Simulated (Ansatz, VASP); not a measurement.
**Two plane-wave programs on CuI (Marshite)**

```
I Cu
1.0
     0.00000    3.03150    3.03150
     3.03150    0.00000    3.03150
     3.03150    3.03150    0.00000
I Cu
1 1
Direct
  0.00000 0.00000 0.00000
  0.75000 0.75000 0.75000
```

Alike in both runs: task relaxation of cell and atoms; functional PBEsol; dispersion D4; k mesh 8 × 8 × 8; occupations fermi-dirac, width 0.05 eV; no spin polarisation.

|  | VASP | Ansatz |
| --- | --- | --- |
| version | VASP 6.6.1 | Ansatz 0.2.0 |
| potentials or method | VASP PAW PBE potentials, release 64 (I, Cu) | Ansatz PAW |
| plane-wave cutoff (eV) | 600 | 420 |
| valence electrons in the cell | 18 | 36 |

VASP gave:

```
relaxed volume (Å³/atom)                                     : 25.61
relaxed cell length with the largest relative difference (Å) : 4.168
energy change over the relaxation (meV/atom)                 : -28
```

Problem. Estimate Ansatz's values.

Solution. Relaxed volume (Å³/atom): 25.55; relaxed cell length with the largest relative difference (Å): 4.165; energy change over the relaxation (meV/atom): -30.

The two sets of potentials don't hold the same shells in valence.

Caveats: the PAW data sets were made with another functional, which shifts forces and pressure a little (VASP); the plane-wave basis is chosen anew once the cell has moved, so the energies of steps on either side of that aren't comparable (Ansatz); the PAW data sets come from PBE, with cores solved anew for the run's functional, which leaves a small shift of forces and pressure (Ansatz).
